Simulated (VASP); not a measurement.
Input of a VASP 6.6.1 run:

INCAR

```
  PREC = Accurate
  ENCUT = 520
  EDIFF = 1E-7
  ISMEAR = -1
  SIGMA = 0.05
  LREAL = False
  LASPH = True
  NELM = 150
  ALGO = Normal
  ISIF = 2
  LWAVE = False
  LCHARG = False
  ISPIN = 2
  MAGMOM = 2 2 2 2 2 2
  LORBIT = 11
  LMAXMIX = 4
  LDIPOL = True
  IDIPOL = 3
  DIPOL = 0.5 0.5 0.500
  GGA = PE
  NBANDS = 40
```

KPOINTS

```
Automatic mesh
0
Gamma
  12 12 1
```

Contents of POSCAR:

```
Co
1.0
    2.4873648738      0.0000000000      0.0000000000
   -1.2436824369      2.1541211692      0.0000000000
    0.0000000000      0.0000000000     25.2383599541
Co
6
Direct
    0.3333333300      0.6666666600      0.2971666944
    0.6666666700      0.3333333400      0.3808401562
    0.3333333300      0.6666666600      0.4581632691
    0.6666666700      0.3333333400      0.5418367309
    0.3333333300      0.6666666600      0.6191598438
    0.6666666700      0.3333333400      0.7028333056
```

Potentials or basis: VASP PAW PBE potentials, release 64 (Co).

Command:

```console
$ cat potpaw_PBE.64/Co/POTCAR > POTCAR
$ mpirun -np 1 vasp_std > vasp.out
```

(1) Estimate the band gap on the k mesh.

(2) What does it give for the site moments?

(3) Predict the largest force.

## Answers

(1) none (metal or under the smearing width).

(2) Co +1.76, +1.67, +1.64 μB.

(3) 0.902 eV/Å.
